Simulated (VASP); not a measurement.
# W (Im-3m) in VASP: further runs

The runs below take W through relaxation of cell and atoms, single point, with PBE.

All numbers are computed with VASP 6.6.1; they aren't measurements. Logs are shortened: lines on timing, memory, paths and dates and some standing lists are left out, and cuts for length are marked.

### 1 The crystal as given

It takes space group Im-3m (No. 229, cubic). The conventional cell has a = 3.165 Å, b = 3.165 Å, c = 3.165 Å, α = 90.00°, β = 90.00°, γ = 90.00°. W (site symmetry m-3m) has 8 W at 2.74 Å as nearest neighbours.

### 2 Relaxation of cell and atoms, PBE

Contents of INCAR:

```
SYSTEM = W
PREC = Accurate
ENCUT = 520
EDIFF = 1E-7
ISMEAR = 0
SIGMA = 0.1
LREAL = .FALSE.
LASPH = .TRUE.
NELM = 80
ALGO = Normal
ISIF = 3
LWAVE = .FALSE.
LCHARG = .FALSE.
GGA = PE
IBRION = 2
NSW = 80
EDIFFG = -0.002
```

Contents of KPOINTS:

```
regular mesh
0
G
  12 12 12
  0 0 0
```

Contents of POSCAR:

```
W
1.0
   -1.5823450000      1.5823450000      1.5823450000
    1.5823450000     -1.5823450000      1.5823450000
    1.5823450000      1.5823450000     -1.5823450000
W
1
Direct
    0.0000000000      0.0000000000      0.0000000000
```

Potentials or basis: VASP PAW PBE potentials, release 64 (W_sv).

The run is started by

```sh
$ cat potpaw_PBE.64/W_sv/POTCAR > POTCAR
$ mpirun -np 1 vasp_std > vasp.out
```

OUTCAR:

```text
SYSTEM = W
   PREC = Accurate
   ENCUT = 520
   EDIFF = 1E-7
   ISMEAR = 0
   LREAL = .FALSE.
   LASPH = .TRUE.
   NELM = 80
   ISIF = 3
   GGA = PE
   IBRION = 2
   NSW = 80
   EDIFFG = -0.002

 ion  position               nearest neighbor table
   1  0.000  0.000  0.000-

  LATTYP: Found a body centered cubic cell.
 ALAT       =     3.1646900000

  Lattice vectors:

 A1 = (  -1.5823450000,   1.5823450000,   1.5823450000)
 A2 = (   1.5823450000,  -1.5823450000,   1.5823450000)
 A3 = (   1.5823450000,   1.5823450000,  -1.5823450000)

Analysis of symmetry for initial positions (statically):
=====================================================================
 Subroutine PRICEL returns:
 Original cell was already a primitive cell.

 Routine SETGRP: Setting up the symmetry group for a
 body centered cubic supercell.

 Subroutine GETGRP returns: Found 48 space group operations
 (whereof 48 operations were pure point group operations)
 out of a pool of 48 trial point group operations.

The static configuration has the point symmetry O_h .

Analysis of symmetry for dynamics (positions and initial velocities):
=====================================================================
 Subroutine PRICEL returns:
 Original cell was already a primitive cell.

 Routine SETGRP: Setting up the symmetry group for a
 body centered cubic supercell.

 Subroutine GETGRP returns: Found 48 space group operations
 (whereof 48 operations were pure point group operations)
 out of a pool of 48 trial point group operations.

The dynamic configuration has the point symmetry O_h .

 Subroutine INISYM returns: Found 48 space group operations
 (whereof 48 operations are pure point group operations),
 and found     1 'primitive' translations

----------------------------------------------------------------------------------------

                                     Primitive cell

  volume of cell :      15.8476

  direct lattice vectors                    reciprocal lattice vectors
    -1.582345000  1.582345000  1.582345000     0.000000000  0.315986716  0.315986716
     1.582345000 -1.582345000  1.582345000     0.315986716  0.000000000  0.315986716
     1.582345000  1.582345000 -1.582345000     0.315986716  0.315986716  0.000000000

  length of vectors
     2.740701935  2.740701935  2.740701935     0.446872699  0.446872699  0.446872699

  position of ions in fractional coordinates (direct lattice)
     0.000000000  0.000000000  0.000000000

  ion indices of the primitive-cell ions
   primitive index   ion index
                 1           1

----------------------------------------------------------------------------------------

 KPOINTS: regular mesh

Automatic generation of k-mesh.
 Grid dimensions read from file:
 generate k-points for:   12   12   12

 Generating k-lattice:

  Cartesian coordinates                     Fractional coordinates (reciprocal lattice)
     0.000000000  0.026332226  0.026332226     0.083333333  0.000000000  0.000000000
     0.026332226  0.000000000  0.026332226     0.000000000  0.083333333  0.000000000
     0.026332226  0.026332226  0.000000000     0.000000000  0.000000000  0.083333333

  Length of vectors
     0.037239392  0.037239392  0.037239392

  Shift w.r.t. Gamma in fractional coordinates (k-lattice)
     0.000000000  0.000000000  0.000000000

 Subroutine IBZKPT returns following result:
 ===========================================

 Found     72 irreducible k-points:

 Following reciprocal coordinates:
            Coordinates               Weight
  0.000000  0.000000  0.000000      1.000000
  0.083333  0.000000  0.000000     12.000000
  0.166667  0.000000  0.000000     12.000000
  0.250000  0.000000  0.000000     12.000000
  0.333333  0.000000  0.000000     12.000000
  0.416667  0.000000  0.000000     12.000000
[... 16 lines left out ...]
  0.333333  0.083333  0.083333     24.000000
  0.416667  0.083333  0.083333     12.000000
 [... further k-points ...]
   k-points           NKPTS =     72   k-points in BZ     NKDIM =     72   number of bands    NBANDS=     11
   number of dos      NEDOS =    301   number of ions     NIONS =      1
   total plane-waves  NPLWV =   8000
   dimension x,y,z NGX =    20 NGY =   20 NGZ =   20
   dimension x,y,z NGXF=    40 NGYF=   40 NGZF=   40
   ions per type =               1
   NGX,Y,Z   is equivalent  to a cutoff of  12.13, 12.13, 12.13 a.u.
   NGXF,Y,Z  is equivalent  to a cutoff of  24.26, 24.26, 24.26 a.u.
 SYSTEM =  W
   PREC   = accura    normal or accurate (medium, high low for compatibility)
   ISTART =      0    job   : 0-new  1-cont  2-samecut
   ICHARG =      2    charge: 1-file 2-atom 10-const
   ISPIN  =      1    spin polarized calculation?
   LNONCOLLINEAR =      F non collinear calculations
   LSORBIT =      F    spin-orbit coupling
   LASPH  =      T    aspherical Exc in radial PAW
   ENCUT  =  520.0 eV  38.22 Ry    6.18 a.u.   5.10  5.10  5.10*2*pi/ulx,y,z
   NELM   =     80;   NELMIN=  2; NELMDL= -5     # of ELM steps
   EDIFF  = 0.1E-06   stopping-criterion for ELM
   LREAL  =      F    real-space projection
   EDIFFG = -.2E-02   stopping-criterion for IOM
   NSW    =     80    number of steps for IOM
   IBRION =      2    ionic relax: 0-MD 1-quasi-New 2-CG
   NFREE  =      1    steps in history (QN), initial steepest desc. (CG)
   ISIF   =      3    stress and relaxation
   ISYM   =      2    0-nonsym 1-usesym 2-fastsym
   POTIM  = 0.5000    time-step for ionic-motion
   TEBEG  =    0.0;   TEEND  =   0.0 temperature during run
   PSTRESS=    0.0 pullay stress
   NELECT =      14.0000    total number of electrons
   NUPDOWN=      -1.0000    fix difference up-down
   EMIN   =  10.00;   EMAX   =-10.00  energy-range for DOS
   EFERMI =   0.00;   METHOD = LEGACY
   ISMEAR =     0;   SIGMA  =   0.10  broadening in eV -4-tet -1-fermi 0-gaus
   EFERMI_NEDOS =   21; number of points for ismear=-14 and -15
   IALGO  =     38    algorithm
   IMIX   =      4    mixing-type and parameters
     AMIX     =   0.40;   BMIX     =  1.00
     AMIX_MAG =   1.60;   BMIX_MAG =  1.00
  volume/ion in A,a.u.               =      15.85       106.94
  Fermi-wavevector in a.u.,A,eV,Ry     =   1.570832  2.968442 33.572544  2.467512
  Thomas-Fermi vector in A             =   2.672506
   LORBIT       =      0    0 simple, 1 ext, 2 COOP (PROOUT), +10 PAW based schemes
   GGA     = PE    functional components
   LHFCALC =     F    Hartree Fock is set to
   AEXX    =    0.0000 exact exchange contribution
   IVDW    =     0    specifies the selected vdW correction
   LEPSILON=     F    determine dielectric tensor
   LRPA    =     F    only Hartree local field effects (RPA)
 conjugate gradient relaxation of ions
 non-spin polarized calculation
 Gauss-broadening in eV      SIGMA  =   0.10
  energy-cutoff  :      520.00
  volume of cell :       15.85
 maximum number of plane-waves:       438
   NGX = 11   NGY = 11   NGZ = 11

--------------------------------------- Ionic step        1  -------------------------------------------

 number of electron      14.0000004 magnetization

 Free energy of the ion-electron system (eV)
  ---------------------------------------------------
  ext. energy  EPLUGINS =         0.00000000
  ---------------------------------------------------
  free energy    TOTEN  =       -12.94979397 eV

  energy without entropy =      -12.94651334  energy(sigma->0) =      -12.94815366

------------------------ aborting loop because EDIFF is reached ----------------------------------------

  FORCE on cell =-STRESS in cart. coord.  units (eV):
  Direction    XX          YY          ZZ          XY          YZ          ZX
  --------------------------------------------------------------------------------------
  -------------------------------------------------------------------------------------
  Total        0.6391217      0.6391217      0.6391217     -0.0000000     -0.0000000      0.0000000
  in kB       64.6145902     64.6145902     64.6145902     -0.0000000     -0.0000000      0.0000000
  external PRESSURE =      64.6145902 kB  Pullay stress =       0.0000000 kB
[... 90 lines left out ...]
  energy  without entropy=      -12.9533740990  energy(sigma->0) =      -12.95482690

--------------------------------------- Ionic step        4  -------------------------------------------

 number of electron      14.0000000 magnetization

 Free energy of the ion-electron system (eV)
  ---------------------------------------------------
  ext. energy  EPLUGINS =         0.00000000
  ---------------------------------------------------
  free energy    TOTEN  =       -12.95628519 eV

  energy without entropy =      -12.95336854  energy(sigma->0) =      -12.95482686

 E-fermi :  11.0446     XC(G=0): -13.5278

 val. band max:       11.0337927980   @ k =  -0.2500   0.3333   0.1667
 cond. band min:      11.0792320657   @ k =  -0.1667   0.1667   0.0833
 fundamental gap:      0.0454392676
 Fermi energy:        11.0445802379

 k-point     1 :       0.0000    0.0000    0.0000
  band No.  band energies     occupation
      1     -63.0686      2.00000
      2     -26.6584      2.00000
      3     -26.6584      2.00000
      4     -26.6584      2.00000
      5       1.6282      2.00000
      6       9.9526      2.00000
      7       9.9526      2.00000
      8       9.9526      2.00000
      9      13.3617      0.00000
     10      13.3617      0.00000
     11      25.6237      0.00000
[... 309 lines left out ...]
 k-point    24 :       0.4167    0.0833    0.0833
  band No.  band energies     occupation
      1     -62.9440      2.00000
      2     -27.7823      2.00000
      3     -27.1059      2.00000
      4     -26.7451      2.00000
      5       5.6529      2.00000
      6       7.6329      2.00000
      7      10.8338      1.99712
      8      13.4848      0.00000
      9      14.2358      0.00000
     10      18.3733      0.00000
     11      20.8011      0.00000

 [... further k-points ...]

------------------------ aborting loop because EDIFF is reached ----------------------------------------

  FORCE on cell =-STRESS in cart. coord.  units (eV):
  Direction    XX          YY          ZZ          XY          YZ          ZX
  --------------------------------------------------------------------------------------
  -------------------------------------------------------------------------------------
  Total       -0.0007136     -0.0007136     -0.0007136     -0.0000000      0.0000000     -0.0000000
  in kB       -0.0706770     -0.0706770     -0.0706770     -0.0000000      0.0000000     -0.0000000
  external PRESSURE =      -0.0706770 kB  Pullay stress =       0.0000000 kB
[... 16 lines left out ...]
  FREE ENERGIE OF THE ION-ELECTRON SYSTEM (eV)
  ---------------------------------------------------
  free  energy   TOTEN  =       -12.9562851866 eV

  energy  without entropy=      -12.9533685422  energy(sigma->0) =      -12.95482686

 reached required accuracy - stopping structural energy minimisation
```

Run time: 19 s. Hardware: 1 thread of Intel Xeon Platinum 8488C (Sapphire Rapids), shared host; peak memory 0.13 GiB.

Results:

```
Free energy                            : -12.9563 eV
Relaxed volume                         : 16.18 Å³/atom
Relaxed cell                           : a = 2.760 Å, b = 2.760 Å, c = 2.760 Å, α = 109.47°, β = 109.47°, γ = 109.47°
Space group after relaxing (to 0.05 Å) : Im-3m (No. 229)
Energy gained by relaxing              : 6.5 meV/atom
Ionic steps                            : 4
Pressure after relaxing                : 0.0 GPa
Band gap on the k mesh                 : none (metal or under the smearing width)
```

The path:
| step | energy change (eV) | largest force (eV/Å) | pressure (GPa) | volume (Å³) |
| --- | --- | --- | --- | --- |
| 1 | 0.0000 | 0.0000 | 6.46 | 15.85 |
| 2 | 0.0664 | 0.0000 | -18.57 | 17.36 |
| 3 | -0.0065 | 0.0000 | -0.17 | 16.19 |
| 4 | -0.0065 | 0.0000 | -0.01 | 16.18 |

Final structure:
```cif
data_structure
_symmetry_space_group_name_H-M 'P 1'
_symmetry_Int_Tables_number 1
_cell_length_a 2.7595
_cell_length_b 2.7595
_cell_length_c 2.7595
_cell_angle_alpha 109.471
_cell_angle_beta 109.471
_cell_angle_gamma 109.471
_cell_volume 16.18
loop_
_atom_site_label
_atom_site_type_symbol
_atom_site_fract_x
_atom_site_fract_y
_atom_site_fract_z
_atom_site_occupancy
W1 W 0.00000 0.00000 0.00000 1
```

Spin-orbit coupling is left out, which matters for the levels of W. Zero-point motion and thermal expansion aren't in these numbers.

(Continued in part 2 of 2.)
